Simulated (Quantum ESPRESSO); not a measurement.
ZrC:

```
Zr C
1.0
     0.00000    2.36500    2.36500
     2.36500    0.00000    2.36500
     2.36500    2.36500    0.00000
Zr C
1 1
Direct
  0.50000 0.50000 0.50000
  0.00000 0.00000 0.00000
```

Base run:

| Property | Result |
| --- | --- |
| Program | Quantum ESPRESSO 7.5 |
| Functional | PBEsol |
| Potentials or basis | GBRV 1.5 PBEsol |
| Cutoff | 612 eV |
| Density cutoff | 4898 eV |
| k mesh | 10 × 10 × 10 |
| Occupations | fermi-dirac, width 0.05 eV |
| Spin | no spin polarisation |
| Hubbard terms | Zr d U = 2 eV |

Its results: band gap on the k mesh none (metal or under the smearing width); pressure -5.7 GPa.

Q: After a change of settings the same cell gave: band gap on the k mesh none (metal or under the smearing width); pressure 6.1 GPa. Which change was it?
A. hubbard terms from Zr d U = 2 eV to none
B. potentials or basis from GBRV 1.5 PBEsol to PseudoDojo 0.4.1 SR PBEsol standard; cutoff from 612 eV to 1116 eV; density cutoff from 4898 eV to 4463 eV; hubbard terms from Zr d U = 2 eV to none; hubbard projectors from ortho-atomic to none
C. hubbard terms from Zr d U = 2 eV to Zr d U = 8 eV
D. hubbard terms from Zr d U = 2 eV to Zr d U = 3 eV

A: C.

Caveats: U without spin polarisation on a metal has little footing; the U is typed as a test and isn't derived for this compound.

Not every run made on this cell is shown here.
